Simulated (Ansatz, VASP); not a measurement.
# BN: VASP beside Ansatz

File INCAR:

```
PREC = Accurate ; ENCUT = 520
EDIFF = 1E-8 ; ISMEAR = -1
SIGMA = 0.03 ; LREAL = False
LASPH = True ; NELM = 80
ALGO = Normal ; ISIF = 2
LWAVE = False ; LCHARG = False
GGA = PS ; LEFG = True
NBANDS = 11
```

Contents of KPOINTS:

```
regular mesh
0
Gamma
  13 13 13
```

File POSCAR:

```
BN
1.0
    0.0000000000      1.8312856224      1.8312856224
    1.8312856224      0.0000000000      1.8312856224
    1.8312856224      1.8312856224      0.0000000000
B N
1 1
Direct
    0.0000000000      0.0000000000      0.0000000000
    0.7500000000      0.7500000000      0.7500000000
```

Input for Ansatz:

```yaml
crystal:
  lattice:
    - [0.0, 1.8312856224, 1.8312856224]
    - [1.8312856224, 0.0, 1.8312856224]
    - [1.8312856224, 1.8312856224, 0.0]
  atoms:
    - { symbol: B, position: [0.0, 0.0, 0.0] }
    - { symbol: "N", position: [0.75, 0.75, 0.75] }
kpoints:
  mp_grid: { grid: [13, 13, 13] }
scf:
  occupations: { method: fermi_dirac, width: 0.03 }
hamiltonian:
  xc: pbesol
  pseudopotentials: { kind: paw }
output:
  forces: true
  stress: true
  eigenvalues: true
  efg: { contact_densities: true }
```

Change from the starting cell: volume scaled by 1.04, PAW files.

Alike in both runs: task electric field gradients; functional PBEsol; k mesh 13 × 13 × 13; occupations fermi-dirac, width 0.03 eV; no spin polarisation.

```csv
,VASP,Ansatz
version,VASP 6.6.1,Ansatz 0.2.0
potentials or method,"VASP PAW PBE potentials, release 64 (B, N)","PAW with Ansatz's default frozen-core files, scalar-relativistic"
plane-wave cutoff (eV),520,420
valence electrons in the cell,8,8
```

VASP gave:

| Quantity | Value |
| --- | --- |
| gap on the k mesh at the Fermi level (eV) | 4.31 |
| pressure (GPa) | -16.2 |
| Vzz of the field gradient on the site that differs most (V/Å²) | 0.0 |

What did Ansatz give for the same quantities?

gap on the k mesh at the Fermi level (eV): 4.32; pressure (GPa): -16.6; Vzz of the field gradient on the site that differs most (V/Å²): 0.0.

With one functional, cell and mesh, what is left measures potentials, basis and numerics.

Caveats: so large a pressure means that the cell lies far from this level's equilibrium, or that cutoff or potentials fall short (VASP); the potentials were made for another functional, which shifts forces and pressure (VASP); an odd mesh through Γ misses points on the zone boundary, where band edges often lie.
